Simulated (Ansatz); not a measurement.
Calculated N-14 nuclear quadrupole resonance for Ge3N4

Cell: a COD entry, ions relaxed with PBE at fixed cell.

Space group Fd-3m:1 (No. 227); a = 8.3091 Å.

| site | Wyckoff | site symmetry | x | y | z |
| --- | --- | --- | --- | --- | --- |
| Ge1 | 16d | .-3m | 0.1250 | 0.1250 | 0.6250 |
| Ge5 | 8a | -43m | 0.5000 | 0.5000 | 0.0000 |
| N | 32e | .3m | 0.8832 | 0.8832 | 0.3832 |

One atom of each set is listed; the run and its k-mesh use a cell of 14 atoms with edges of 5.88, 5.88, 5.88 Å.

Computed with Ansatz: DFT, LDA, plane waves and PAW, scalar-relativistic, 420 eV cutoff, Γ-centred 6×6×6 k-points, Fermi–Dirac smearing 0.02 eV.

N-14: I = 1, Q = 20.44 mb (year-2017 value). Static lattice, zero field.

Problem. Predict the zero-field N-14 lines of each site.

Solution. For I = 1 the lines are ν± = (3/4)|C_Q|(1 ± η/3) and ν₀ = |C_Q|η/2.

```csv
site,atoms,V_zz (10²¹ V/m²),C_Q (MHz),η,line frequencies (MHz)
N,8,4.16,2.06,0.00,1.54
```

An axis of threefold or higher order runs through N, so V_zz lies along it and η is zero.

At this cell the LDA pressure is -12 GPa, so with LDA the cell would shrink if it were relaxed.

The run took 1.7 s of wall time (5.4 s of CPU time) and 0.68 GiB at its peak, on 4 threads of AMD EPYC 9R45 (Zen 5) (x86_64; 16 cores open to the job, memory cap 8.0 GiB, no GPU), a shared host with a load of 0.3 a core.
